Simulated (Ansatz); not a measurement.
# CdO: energy and pressure over a range of volumes

One table from this session's results is given with a row withheld; the runs are named, their logs left out.

Computed with Ansatz 0.2.0 (DFT PBE, scalar-relativistic, unless a step's input says otherwise).

## The system as given

Symmetry: Fm-3m, No. 225, cubic system. Conventional cell: a = 4.696 Å, b = 4.696 Å, c = 4.696 Å, α = 90.00°, β = 90.00°, γ = 90.00°. Cd (site symmetry m-3m) has 6 O at 2.35 Å as nearest neighbours. Around O (site symmetry m-3m) lie 6 Cd at 2.35 Å.

As a file:

```cif
data_structure
_symmetry_space_group_name_H-M 'Fm-3m'
_symmetry_Int_Tables_number 225
_cell_length_a 4.6963
_cell_length_b 4.6963
_cell_length_c 4.6963
_cell_angle_alpha 90.000
_cell_angle_beta 90.000
_cell_angle_gamma 90.000
_cell_volume 103.58
loop_
_atom_site_label
_atom_site_type_symbol
_atom_site_symmetry_multiplicity
_atom_site_Wyckoff_symbol
_atom_site_fract_x
_atom_site_fract_y
_atom_site_fract_z
_atom_site_occupancy
Cd1 Cd 4 a 0.00000 0.00000 0.00000 1
O1 O 4 b 0.50000 0.00000 0.00000 1
```

The file gives the conventional cell by its symmetry; the runs use the cell typed in the input.

The geometry is a database entry used as it stands. It may stem from high pressure or temperature, or be incomplete, so it serves as a test cell.

Atoms are numbered in the order of the input: Cd1, O2.

The first run:

File input.yaml:

```yaml
crystal:
  lattice:
    - [0.0, 2.3006228884, 2.3006228884]
    - [2.3006228884, 0.0, 2.3006228884]
    - [2.3006228884, 2.3006228884, 0.0]
  atoms:
    - { symbol: Cd, position: [0.0, 0.0, 0.0] }
    - { symbol: O, position: [0.5, 0.5, 0.5] }
kpoints:
  mp_grid: { grid: [11, 11, 11] }
scf:
  occupations: { method: fermi_dirac, width: 0.01 }
hamiltonian:
  xc: pbe
  pseudopotentials: { kind: all_electron, lapw: { basis_error: 0.0005 } }
output:
  forces: true
  stress: true
  eigenvalues: true
```

Among the steps run: Volume × 0.9405, LAPW; Volume × 0.9405, PAW; Volume × 0.9405, crystal datasets; Volume × 0.97, LAPW; Volume × 0.97, PAW; Volume × 1.03, LAPW; Volume × 1.03, PAW; Volume × 1.06, LAPW; Volume × 1.06, PAW; Volume × 1.06, crystal datasets.

One table of the session follows, with a row left open; its other results are not shown here.

It belongs to the step «The equation of state». 

| method | volume (Å³/atom) | pressure (GPa) |
| --- | --- | --- |
| LAPW | 12.177 | 17.32 |
| LAPW | 12.559 | 11.42 |
| LAPW | 12.947 | 6.34 |
| LAPW | 13.336 | 2.04 |
| LAPW | 13.724 | -1.60 |
| PAW | 12.177 | 17.31 |
| PAW | 12.559 | 11.42 |
| PAW | 12.947 | 6.35 |
| PAW | 13.336 | 2.05 |
| PAW | 13.724 | ? |
| crystal datasets | 12.177 | 17.32 |
| crystal datasets | 12.947 | 6.34 |
| crystal datasets | 13.724 | -1.60 |

Estimate the missing values for PAW, 13.724.

**Answer.** pressure (GPa): -1.59. In the column «pressure (GPa)» it lies between crystal datasets, 13.724 (-1.60) and LAPW, 13.336 (2.04).

Caveats from the session: Warnings in the runs' records: gradients without spin orbit, crystal datasets made.
